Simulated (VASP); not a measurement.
Input of a VASP 6.6.1 run:

The input INCAR:

```
  PREC = Accurate
  ENCUT = 520
  EDIFF = 1E-6
  ISMEAR = 0
  SIGMA = 0.03
  LREAL = F
  LASPH = T
  NELM = 60
  ALGO = Fast
  ISIF = 2
  LWAVE = F
  LCHARG = T
  GGA = PE
  LELF = T
  LVHAR = T
  NBANDS = 11
```

Contents of KPOINTS:

```
regular mesh
0
Gamma
  13 13 13
```

Contents of POSCAR:

```
BN
1.0
    0.0000000000      1.8130010000      1.8130010000
    1.8130010000      0.0000000000      1.8130010000
    1.8130010000      1.8130010000      0.0000000000
N B
1 1
Direct
    0.2500000000      0.2500000000      0.2500000000
    0.0000000000      0.0000000000      0.0000000000
```

Potentials or basis: VASP PAW PBE potentials, release 64 (N, B).

Run with:

```console
$ cat potpaw_PBE.64/N/POTCAR potpaw_PBE.64/B/POTCAR > POTCAR
$ mpirun -np 1 vasp_std > vasp.out
```

**Question.** What does it give for the band gap on the k mesh?

**Answer.** 4.52 eV, indirect (least direct gap 8.78 eV).

**Question.** Predict the pressure.

**Answer.** -0.2 GPa.

Caveat: an odd mesh through Γ misses points on the zone boundary, where band edges often lie.

The gap isn't set beside the measured one, since this odd mesh misses points on the zone boundary.
